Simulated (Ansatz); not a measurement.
# LDA, PBE, PBEsol and r²SCAN on AlN

```
Al N
1.0
     0.00000    1.97800    1.97800
     1.97800    0.00000    1.97800
     1.97800    1.97800    0.00000
Al N
1 1
Direct
  0.00000 0.00000 0.00000
  0.50000 0.50000 0.50000
```

Atoms are numbered in the order listed.

Conventional cell: a = 3.956 Å, b = 3.956 Å, c = 3.956 Å, α = 90.00°, β = 90.00°, γ = 90.00°. Around Al (atom 1) lie 6 N at 1.98 Å. N (atom 2) has 6 Al at 1.98 Å as nearest neighbours.

The cell comes from COD entry 1523095, which wasn't checked; take it as a given geometry.

One fixed cell is solved with several functionals by frozen-core PAW in Ansatz 0.2.0, scalar-relativistically. A positive pressure means that the functional wants a larger cell.

The PAW files were made with PBE; their cores are remade for each functional.

Settings: a Γ-centred 10×10×10 k mesh, Fermi–Dirac smearing of 0.02 eV, cutoff 420 eV, no spin polarisation.

Cutoffs: PBE 420 eV, LDA 420 eV, PBEsol 420 eV, r²SCAN 500 eV.

Q: One of the runs gave P (GPa) = 25.56, gap over the k mesh and a high-symmetry path (eV) = 5.17, lowest level at Γ above −25 eV, from the valence-band top or, without a gap, the Fermi level (eV) = -18.14. Which setting was it?
A. r²SCAN
B. PBE
C. LDA
D. PBEsol

A: B. The full set:
| setting | P (GPa) | gap over the k mesh and a high-symmetry path (eV) | lowest level at Γ above −25 eV, from the valence-band top or, without a gap, the Fermi level (eV) |
| --- | --- | --- | --- |
| PBE | 25.56 | 5.17 | -18.14 |
| LDA | 12.44 | 5.07 | -18.01 |
| PBEsol | 20.07 | 5.01 | -18.15 |
| r²SCAN | 19.09 | 5.90 | -19.01 |
